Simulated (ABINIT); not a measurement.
Input of an ABINIT 10.8.3 (patched build) run:

File run.abi:

```
# Datasets: one volume each
ndtset 7
getwfk -1
scalecart1 3*0.9795861087
scalecart2 3*0.9864848297
scalecart3 3*0.9932883884
scalecart4 3*1.0000000000
scalecart5 3*1.0066227096
scalecart6 3*1.0131594038
scalecart7 3*1.0196128224

# Pseudopotentials
pp_dirpath "./"
pseudos "Sb.GGA_PBE-JTH.xml"

# Structure
acell 3.16 3.16 3.16 Angstrom
rprim
     1.0000000000     0.0000000000     0.0000000000
     0.0000000000     1.0000000000     0.0000000000
     0.0000000000     0.0000000000     1.0000000000
ntypat 1
znucl 51
natom 1
typat 1
xred
     0.0000000000     0.0000000000     0.0000000000

# Plane-wave basis
ecut 435.382180 eV
pawecutdg 32.0
pawxcdev 0

# k points
kptopt 1
ngkpt 8 8 8
nshiftk 1
shiftk 0.0 0.0 0.0

# Exchange and correlation
ixc -116133

# Bands and occupations
nband 12
occopt 3
tsmear 0.05 eV

# SCF cycle
nstep 100
tolvrs 1.0e-9

# Output
iomode 3
prtwf 1
prtden 0
prteig 0
prtebands 0
enunit 1
```

Potentials or basis: JTH PAW PBE v2.0.

Command:

```sh
$ abinit run.abi > log 2>&1
```

**Question.** Predict the equilibrium volume.

**Answer.** 28.84 Å³/atom (rough: see the caveat).

**Question.** What does it give for the bulk modulus?

**Answer.** 63 GPa (rough).

Energy against volume, from the lowest point:
```csv
volume (Å³/atom),energy (meV/atom)
29.661,0.00
30.292,8.80
30.923,21.63
31.554,38.23
32.186,58.09
32.817,80.88
33.448,106.21
```

Caveat: pressures at fixed basis lie under the slope of the energies; the minimum lies outside the volumes run; the PAW data sets were made with another functional, which shifts forces and pressure a little. The run has no spin-orbit coupling, so splittings on Sb are missing.
